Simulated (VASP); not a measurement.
# Ge (Fd-3m) in VASP: phonons with LDA

Aim: the phonons of Ge with LDA.

Program: VASP 6.6.1. These are calculated values, not measurements. Logs are shortened: lines on timing, memory, paths and dates and some standing lists are left out, and cuts for length are marked.

## 1. The structure

It takes space group Fd-3m (No. 227, cubic). Conventional cell: a = 5.617 Å, b = 5.617 Å, c = 5.617 Å, α = 90.00°, β = 90.00°, γ = 90.00°. Ge (site symmetry -43m) has 4 Ge at 2.43 Å as nearest neighbours.

The cell was built by a generator and needn't be a form met in nature.

## 2. Phonons, LDA

Input file POSCAR:

```
Ge
1.0
    0.0000000000      2.8085000000      2.8085000000
    2.8085000000      0.0000000000      2.8085000000
    2.8085000000      2.8085000000      0.0000000000
Ge
2
Direct
    0.0000000000      0.0000000000      0.0000000000
    0.2500000000      0.2500000000      0.2500000000
```

Input file INCAR.step1:

```
SYSTEM = Ge
PREC = Accurate
ENCUT = 600
EDIFF = 1E-8
ISMEAR = -1
SIGMA = 0.03
LREAL = .False.
LASPH = .True.
NELM = 100
ALGO = Normal
ISIF = 2
LWAVE = .False.
LCHARG = .False.
GGA = CA
NELECT = 27.87462
KPAR = 2
IBRION = 2
NSW = 40
EDIFFG = -0.002
```

Input file INCAR.step2:

```
SYSTEM = Ge
PREC = Accurate
ENCUT = 600
EDIFF = 1E-8
ISMEAR = -1
SIGMA = 0.03
LREAL = .False.
LASPH = .True.
NELM = 100
ALGO = Normal
ISIF = 2
LWAVE = .False.
LCHARG = .False.
GGA = CA
NELECT = 27.87462
KPAR = 2
IBRION = 6
NFREE = 2
POTIM = 0.015
NSW = 1
```

Input file KPOINTS:

```
Automatic mesh
0
Gamma
  32 32 32
  0 0 0
```

Potentials or basis: VASP PAW LDA potentials, release 64 (Ge_d).

Run with:

```sh
$ cat potpaw_LDA.64/Ge_d/POTCAR > POTCAR
$ cp INCAR.step1 INCAR
$ mpirun -np 2 vasp_std > vasp.out
$ cp CONTCAR POSCAR
$ cp INCAR.step2 INCAR
$ mpirun -np 2 vasp_std > vasp.out
```

OUTCAR:

```text
SYSTEM = Ge
   PREC = Accurate
   ENCUT = 600
   EDIFF = 1E-8
   ISMEAR = -1
   LREAL = .False.
   LASPH = .True.
   NELM = 100
   ISIF = 2
   GGA = CA
   NELECT = 27.87462
   IBRION = 6
   NFREE = 2
   POTIM = 0.015
   NSW = 1

 ion  position               nearest neighbor table
   1  0.000  0.000  0.000-   2 2.43   2 2.43   2 2.43   2 2.43
   2  0.250  0.250  0.250-   1 2.43   1 2.43   1 2.43   1 2.43

  LATTYP: Found a face centered cubic cell.
 ALAT       =     5.6170000000

  Lattice vectors:

 A1 = (   0.0000000000,   2.8085000000,   2.8085000000)
 A2 = (   2.8085000000,   0.0000000000,   2.8085000000)
 A3 = (   2.8085000000,   2.8085000000,   0.0000000000)

Analysis of symmetry for initial positions (statically):
=====================================================================
 Subroutine PRICEL returns:
 Original cell was already a primitive cell.

 Routine SETGRP: Setting up the symmetry group for a
 face centered cubic supercell.

 Subroutine GETGRP returns: Found 48 space group operations
 (whereof 24 operations were pure point group operations)
 out of a pool of 48 trial point group operations.

The static configuration has the point symmetry T_d .
 The point group associated with its full space group is O_h .

Analysis of symmetry for dynamics (positions and initial velocities):
=====================================================================
 Subroutine PRICEL returns:
 Original cell was already a primitive cell.

 Routine SETGRP: Setting up the symmetry group for a
 face centered cubic supercell.

 Subroutine GETGRP returns: Found 48 space group operations
 (whereof 24 operations were pure point group operations)
 out of a pool of 48 trial point group operations.

The dynamic configuration has the point symmetry T_d .
 The point group associated with its full space group is O_h .

 Subroutine INISYM returns: Found 48 space group operations
 (whereof 24 operations are pure point group operations),
 and found     1 'primitive' translations

----------------------------------------------------------------------------------------

                                     Primitive cell

  volume of cell :      44.3051

  direct lattice vectors                    reciprocal lattice vectors
     0.000000000  2.808500000  2.808500000    -0.178030977  0.178030977  0.178030977
     2.808500000  0.000000000  2.808500000     0.178030977 -0.178030977  0.178030977
     2.808500000  2.808500000  0.000000000     0.178030977  0.178030977 -0.178030977

  length of vectors
     3.971818790  3.971818790  3.971818790     0.308358698  0.308358698  0.308358698

  position of ions in fractional coordinates (direct lattice)
     0.000000000  0.000000000  0.000000000
     0.250000000  0.250000000  0.250000000

  ion indices of the primitive-cell ions
   primitive index   ion index
                 1           1
                 2           2

----------------------------------------------------------------------------------------

 KPOINTS: Automatic mesh

Automatic generation of k-mesh.
 Grid dimensions read from file:
 generate k-points for:   32   32   32

 Generating k-lattice:

  Cartesian coordinates                     Fractional coordinates (reciprocal lattice)
    -0.005563468  0.005563468  0.005563468     0.031250000  0.000000000  0.000000000
     0.005563468 -0.005563468  0.005563468     0.000000000  0.031250000  0.000000000
     0.005563468  0.005563468 -0.005563468     0.000000000  0.000000000  0.031250000

  Length of vectors
     0.009636209  0.009636209  0.009636209

  Shift w.r.t. Gamma in fractional coordinates (k-lattice)
     0.000000000  0.000000000  0.000000000

 Subroutine IBZKPT returns following result:
 ===========================================

 Found    897 irreducible k-points:

 Following reciprocal coordinates:
            Coordinates               Weight
  0.000000  0.000000  0.000000      1.000000
  0.031250  0.000000  0.000000      8.000000
  0.062500  0.000000  0.000000      8.000000
  0.093750  0.000000  0.000000      8.000000
  0.125000  0.000000  0.000000      8.000000
  0.156250  0.000000  0.000000      8.000000
[... 16 lines left out ...]
  0.187500  0.031250  0.000000     24.000000
  0.218750  0.031250  0.000000     24.000000
 [... further k-points ...]
   k-points           NKPTS =    897   k-points in BZ     NKDIM =    897   number of bands    NBANDS=     18
   number of dos      NEDOS =    301   number of ions     NIONS =      2
   total plane-waves  NPLWV =  32768
   dimension x,y,z NGX =    32 NGY =   32 NGZ =   32
   dimension x,y,z NGXF=    64 NGYF=   64 NGZF=   64
   ions per type =               2
   NGX,Y,Z   is equivalent  to a cutoff of  13.39, 13.39, 13.39 a.u.
   NGXF,Y,Z  is equivalent  to a cutoff of  26.79, 26.79, 26.79 a.u.
 SYSTEM =  Ge
   PREC   = accura    normal or accurate (medium, high low for compatibility)
   ISTART =      0    job   : 0-new  1-cont  2-samecut
   ICHARG =      2    charge: 1-file 2-atom 10-const
   ISPIN  =      1    spin polarized calculation?
   LNONCOLLINEAR =      F non collinear calculations
   LSORBIT =      F    spin-orbit coupling
   LASPH  =      T    aspherical Exc in radial PAW
   ENCUT  =  600.0 eV  44.10 Ry    6.64 a.u.   7.93  7.93  7.93*2*pi/ulx,y,z
   NELM   =    100;   NELMIN=  2; NELMDL=  0     # of ELM steps
   EDIFF  = 0.1E-07   stopping-criterion for ELM
   LREAL  =      F    real-space projection
   EDIFFG = 0.1E-06   stopping-criterion for IOM
   NSW    =     61    number of steps for IOM
   IBRION =      6    ionic relax: 0-MD 1-quasi-New 2-CG
   NFREE  =      2    steps in history (QN), initial steepest desc. (CG)
   ISIF   =      2    stress and relaxation
   ISYM   =      2    0-nonsym 1-usesym 2-fastsym
   POTIM  = 0.0150    time-step for ionic-motion
   TEBEG  =    0.0;   TEEND  =   0.0 temperature during run
   PSTRESS=    0.0 pullay stress
   NELECT =      27.8746    total number of electrons
   NUPDOWN=      -1.0000    fix difference up-down
   EMIN   =  10.00;   EMAX   =-10.00  energy-range for DOS
   EFERMI =   0.00;   METHOD = LEGACY
   ISMEAR =    -1;   SIGMA  =   0.03  broadening in eV -4-tet -1-fermi 0-gaus
   EFERMI_NEDOS =   21; number of points for ismear=-14 and -15
   IALGO  =     38    algorithm
   IMIX   =      4    mixing-type and parameters
     AMIX     =   0.40;   BMIX     =  1.00
     AMIX_MAG =   1.60;   BMIX_MAG =  1.00
  volume/ion in A,a.u.               =      22.15       149.49
  Fermi-wavevector in a.u.,A,eV,Ry     =   1.402792  2.650893 26.773903  1.967826
  Thomas-Fermi vector in A             =   2.525519
   LORBIT       =      0    0 simple, 1 ext, 2 COOP (PROOUT), +10 PAW based schemes
   GGA     = CA    functional components
   LHFCALC =     F    Hartree Fock is set to
   AEXX    =    0.0000 exact exchange contribution
   IVDW    =     0    specifies the selected vdW correction
   LEPSILON=     F    determine dielectric tensor
   LRPA    =     F    only Hartree local field effects (RPA)
 finite differences with symmetry
 non-spin polarized calculation
  energy-cutoff  :      600.00
  volume of cell :       44.31
 maximum number of plane-waves:      1496
   NGX = 15   NGY = 15   NGZ = 15

--------------------------------------- Ionic step        1  -------------------------------------------

 number of electron      27.8746191 magnetization

 Free energy of the ion-electron system (eV)
  ---------------------------------------------------
  ext. energy  EPLUGINS =         0.00000000
  ---------------------------------------------------
  free energy    TOTEN  =       -10.95235178 eV

  energy without entropy =      -10.95139282  energy(sigma->0) =      -10.95187230

------------------------ aborting loop because EDIFF is reached ----------------------------------------

  FORCE on cell =-STRESS in cart. coord.  units (eV):
  Direction    XX          YY          ZZ          XY          YZ          ZX
  --------------------------------------------------------------------------------------
  -------------------------------------------------------------------------------------
  Total       -1.0961465     -1.0961465     -1.0961465      0.0000000      0.0000000     -0.0000000
  in kB      -39.6392942    -39.6392942    -39.6392942      0.0000000      0.0000000     -0.0000000
  external PRESSURE =     -39.6392942 kB  Pullay stress =       0.0000000 kB
[... 57 lines left out ...]
  energy  without entropy=      -10.9503540632  energy(sigma->0) =      -10.95082288

--------------------------------------- Ionic step        3  -------------------------------------------

 number of electron      27.8746193 magnetization

 Free energy of the ion-electron system (eV)
  ---------------------------------------------------
  ext. energy  EPLUGINS =         0.00000000
  ---------------------------------------------------
  free energy    TOTEN  =       -10.95129170 eV

  energy without entropy =      -10.95035406  energy(sigma->0) =      -10.95082288

 E-fermi :   4.1935     XC(G=0): -10.3486

 val. band max:        4.1906138202   @ k =   0.1250   0.0937   0.0000
 cond. band min:       4.1939143167   @ k =   0.0000   0.2187   0.0000
 fundamental gap:      0.0033004965
 Fermi energy:         4.1935470191

 k-point     1 :       0.0000    0.0000    0.0000
  band No.  band energies     occupation
      1     -20.1132      2.00000
      2     -20.1105      2.00000
      3     -20.1075      2.00000
      4     -20.0710      2.00000
      5     -20.0709      2.00000
      6     -19.8520      2.00000
[... 10 lines left out ...]
     17       7.4850      0.00000
     18       7.5407      0.00000
[... 466 lines left out ...]
      2     -20.1240      2.00000
      3     -20.1006      2.00000
      4     -20.0492      2.00000
      5     -20.0443      2.00000
      6     -19.8770      2.00000
[... 10 lines left out ...]
     17       8.5998      0.00000
     18       9.8526      0.00000

 [... further k-points ...]
[... 5 lines left out ...]
  --------------------------------------------------------------------------------------
  -------------------------------------------------------------------------------------
  Total       -1.0987303     -1.0965094     -1.0965094     -0.0000000     -0.1409371      0.0000000
  in kB      -39.7327292    -39.6524150    -39.6524150     -0.0000000     -5.0966248      0.0000000
  external PRESSURE =     -39.6791864 kB  Pullay stress =       0.0000000 kB
[... 17 lines left out ...]
  FREE ENERGIE OF THE ION-ELECTRON SYSTEM (eV)
  ---------------------------------------------------
  free  energy   TOTEN  =       -10.9512916961 eV

  energy  without entropy=      -10.9503540635  energy(sigma->0) =      -10.95082288

 INTERNAL STRAIN TENSORS FROM DISPLACED ATOMS
 ============================================

 INTERNAL STRAIN TENSOR FOR ION    1 for displacements in x,y,z  (eV/Angst):
          X           Y           Z          XY          YZ          ZX
  --------------------------------------------------------------------------------
  x     0.00000    -0.00000    -0.00000    -0.00000     9.40835     0.00000
  y     0.00000     0.00000     0.00000     0.00000    -0.00000     9.40835
  z     0.00000     0.00000     0.00000     9.40835     0.00000    -0.00000

 INTERNAL STRAIN TENSOR FOR ION    2 for displacements in x,y,z  (eV/Angst):
          X           Y           Z          XY          YZ          ZX
  --------------------------------------------------------------------------------
  x    -0.00000     0.00000     0.00000     0.00000    -9.40835     0.00000
  y    -0.00000    -0.00000    -0.00000     0.00000     0.00000    -9.40835
  z     0.00000     0.00000    -0.00000    -9.40835     0.00000     0.00000

 Eigenvectors and eigenvalues of the dynamical matrix
 ----------------------------------------------------

   1 f  =    7.977744 THz    50.125647 2PiTHz  266.108911 cm-1    32.993285 meV
             X         Y         Z           dx          dy          dz
      0.000000  0.000000  0.000000     0.171246   -0.686057    0.000000
      1.404250  1.404250  1.404250    -0.171246    0.686057    0.000000

   2 f  =    7.977744 THz    50.125647 2PiTHz  266.108911 cm-1    32.993285 meV
             X         Y         Z           dx          dy          dz
      0.000000  0.000000  0.000000     0.000000    0.000000    0.707107
      1.404250  1.404250  1.404250    -0.000000    0.000000   -0.707107
[... 6 lines left out ...]
   4 f  =    0.000000 THz     0.000000 2PiTHz    0.000001 cm-1     0.000000 meV
             X         Y         Z           dx          dy          dz
      0.000000  0.000000  0.000000    -0.500000    0.500000    0.000000
      1.404250  1.404250  1.404250    -0.500000    0.500000    0.000000

   5 f  =    0.000000 THz     0.000000 2PiTHz    0.000000 cm-1     0.000000 meV
             X         Y         Z           dx          dy          dz
      0.000000  0.000000  0.000000     0.000000    0.000000    0.707107
      1.404250  1.404250  1.404250    -0.000000    0.000000    0.707107

   6 f/i=    0.000000 THz     0.000000 2PiTHz    0.000001 cm-1     0.000000 meV
             X         Y         Z           dx          dy          dz
      0.000000  0.000000  0.000000     0.500000    0.500000    0.000000
      1.404250  1.404250  1.404250     0.500000    0.500000    0.000000

 ELASTIC MODULI CONTR FROM IONIC RELAXATION (kBar)
 Direction    XX          YY          ZZ          XY          YZ          ZX
 --------------------------------------------------------------------------------
 XX          -0.0000      0.0000      0.0000      0.0000     -0.0000     -0.0000
 YY           0.0000     -0.0000     -0.0000     -0.0000      0.0000     -0.0000
 ZZ           0.0000     -0.0000     -0.0000     -0.0000      0.0000     -0.0000
 XY           0.0000     -0.0000     -0.0000   -338.5781      0.0000      0.0000
 YZ          -0.0000      0.0000      0.0000      0.0000   -338.5781      0.0000
 ZX          -0.0000     -0.0000     -0.0000      0.0000      0.0000   -338.5781
 --------------------------------------------------------------------------------
```

Wall time 27 min (2 MPI ranks of Intel Xeon Platinum 8488C (Sapphire Rapids), shared host); peak memory 5.1 GiB.

What came out:

- Highest phonon frequency at Γ: 266 cm⁻¹

Phonon frequencies in cm⁻¹ (negative: imaginary):
| q point | frequencies |
| --- | --- |
| (0.000, 0.000, 0.000) | 0 0 0 266 266 266 |

Caveat: the cell is charged against a uniform background, so pressure and absolute levels hang on convention.
